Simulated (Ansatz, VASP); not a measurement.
## InP: VASP beside Ansatz

The input INCAR:

```
ALGO = Normal ; EDIFF = 1E-6
ENCUT = 520 ; GGA = PE
ISIF = 2 ; ISMEAR = 0
LASPH = True ; LCHARG = True
LELF = True ; LREAL = False
LVHAR = True ; LWAVE = False
NBANDS = 16 ; NELM = 60
PREC = Accurate ; SIGMA = 0.05
```

Contents of KPOINTS:

```
k-points
0
Gamma
  10 10 10
```

Contents of POSCAR:

```
InP
1.0
    0.0000000000      2.9353336906      3.0694352298
    2.9353336906      0.0000000000      3.0694352298
    2.9353336906      2.9353336906      0.0000000000
In P
1 1
Direct
    0.0000000000      0.0000000000      0.0000000000
    0.7500000000      0.7500000000      0.7500000000
```

Input for Ansatz:

```yaml
crystal:
  lattice:
    - [0.0, 2.9353336906, 3.0694352298]
    - [2.9353336906, 0.0, 3.0694352298]
    - [2.9353336906, 2.9353336906, 0.0]
  atoms:
    - { symbol: In, position: [0.0, 0.0, 0.0] }
    - { symbol: P, position: [0.75, 0.75, 0.75] }
basis:
  ecutwfc: 420
kpoints:
  mp_grid: { grid: [10, 10, 10] }
hamiltonian:
  xc: pbe
scf:
  occupations: { method: gaussian, width: 0.05 }
output:
  forces: true
  stress: true
  eigenvalues: true
```

Change from the starting cell: strain -0.015 along x and y, +0.030 along z, atoms carried along.

Alike in both runs: task single point; functional PBE; k mesh 10 × 10 × 10; occupations gaussian, width 0.05 eV; no spin polarisation.

|  | VASP | Ansatz |
| --- | --- | --- |
| version | VASP 6.6.1 | Ansatz 0.2.0 |
| potentials or method | VASP PAW PBE potentials, release 64 (In_d, P) | scalar-relativistic, plane waves, PAW |
| plane-wave cutoff (eV) | 520 | 420 |
| valence electrons in the cell | 18 | 18 |

Ansatz gave:

- gap on the k mesh at the Fermi level (eV): 0.36
- least direct gap on the mesh (eV): 0.36
- pressure (GPa): 0.0
- largest component of the traceless stress (GPa): 1.33

Problem. Estimate VASP's values.

Solution. gap on the k mesh at the Fermi level (eV): 0.36; least direct gap on the mesh (eV): 0.36; pressure (GPa): -0.1; largest component of the traceless stress (GPa): 1.33.

Caveats: spin-orbit coupling is left out, which moves the levels of the heavy elements.
